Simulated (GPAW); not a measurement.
A run of GPAW 26.7.0 is set up as follows.

The input run.py:

```python
from ase.dft.bandgap import bandgap
from ase.io import read, write
from ase.units import GPa
from gpaw import GPAW, PW, setup_paths

setup_paths.insert(0, '.')

atoms = read('Hf.xyz')

calc = GPAW(mode=PW(600),
            xc='GGA_X_SOGGA+GGA_C_PBE_SOL',
            kpts={'size': (10, 10, 10), 'gamma': True},
            occupations={'name': 'fermi-dirac', 'width': 0.05},
            nbands=14,
            convergence={'density': 1e-05, 'energy': 1e-05},
            maxiter=150,
            txt='gpaw.txt')
atoms.calc = calc
energy = atoms.get_potential_energy()
forces = atoms.get_forces()
stress = atoms.get_stress()
calc.write('gs.gpw')
write('result.traj', atoms)
print(f'Energy: {energy:.6f} eV')
print('Forces (eV/A):')
print(forces.round(4))
print('Stress (GPa):', (stress / GPa).round(3))
print('Fermi level:', round(calc.get_fermi_level(), 4), 'eV')
print(f'Gap: {bandgap(calc)[0]:.4f} eV, direct: {bandgap(calc, direct=True)[0]:.4f} eV')

path = atoms.cell.bandpath('GXWKGLUWLK,UX', npoints=100, eps=1e-4)
bs_calc = calc.fixed_density(kpts=path, symmetry='off', nbands=22,
                             convergence={'bands': 'CBM+6.0', 'eigenstates': 1e-6}, txt='bands.txt')
bs = bs_calc.band_structure()
bs.write('bs.json')
print(f'Gap on the path: {bandgap(bs_calc)[0]:.4f} eV')
```

The input Hf.xyz:

```xyz
1
Lattice="0.0000000000 2.2200000000 2.2200000000 2.2200000000 0.0000000000 2.2200000000 2.2200000000 2.2200000000 0.0000000000" Properties=species:S:1:pos:R:3 pbc="T T T"
Hf     0.0000000000      0.0000000000      0.0000000000
```

Potentials or basis: PAW data sets generated in the run's folder for this functional, pw.

Launch:

```sh
$ gpaw-setup -f GGA_X_SOGGA+GGA_C_PBE_SOL Hf
$ OMP_NUM_THREADS=1 python run.py
```

(1) What does it give for the pressure?

(2) Estimate the band gap along the path.

Answers

(1) -1.4 GPa.

(2) none (metal or under the smearing width).

Caveat: spin-orbit coupling is left out, which moves the levels of the heavy elements.
